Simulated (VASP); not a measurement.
Al: relaxation of cell and atoms with PBE

The system is Al.

```
CELL_PARAMETERS angstrom
0.00000 2.02481 2.02481
2.02481 0.00000 2.02481
2.02481 2.02481 0.00000
ATOMIC_POSITIONS crystal
Al 0.00000 0.00000 0.00000
```

```
Program                : VASP 6.6.1
Task                   : relaxation of cell and atoms
Functional             : PBE
Potentials or basis    : VASP PAW PBE potentials, release 64 (Al)
Cutoff                 : 520 eV
k mesh                 : 18 × 18 × 18
Occupations            : methfessel-paxton, width 0.2 eV
Spin                   : no spin polarisation
Further INCAR settings : ALGO = Fast; EDIFF = 1e-07; IBRION = 2; EDIFFG = -0.002; NSW = 80; ISIF = 3
```

The relaxed volume is 16.48 Å³/atom. The relaxed cell is a = 2.857 Å, b = 2.857 Å, c = 2.857 Å, α = 60.00°, β = 60.00°, γ = 60.00° and the space group after relaxing (to 0.05 Å) is Fm-3m (No. 225). The energy gained by relaxing is 0.2 meV/atom, the ionic steps are 3 and the pressure after relaxing is 0.0 GPa. The band gap on the k mesh is none (metal or under the smearing width).

The path:
| step | energy change (eV) | largest force (eV/Å) | pressure (GPa) | volume (Å³) |
| --- | --- | --- | --- | --- |
| 1 | 0.0000 | 0.0000 | -0.54 | 16.60 |
| 2 | -0.0002 | 0.0000 | 0.08 | 16.47 |
| 3 | -0.0002 | 0.0000 | 0.00 | 16.48 |

Final structure:
```
Al
1.0
     0.00000    2.02000    2.02000
     2.02000    0.00000    2.02000
     2.02000    2.02000    0.00000
Al
1
Direct
  0.00000 0.00000 0.00000
```

Levels at points of the mesh, in eV from the Fermi level:
```csv
k point,band 1,band 2,band 3,band 4,band 5
"(0.00, 0.00, 0.00)",-11.13,12.64,12.64,12.64,14.13
"(0.50, 0.00, 0.00)",-4.59,-4.37,11.43,11.43,11.48
"(0.50, 0.50, 0.00)",-2.91,-1.59,5.27,5.61,5.61
```

It took 22 s on 1 thread of AMD EPYC 7R13 Processor (Zen 3), with other jobs on the host, peak memory 0.11 GiB.
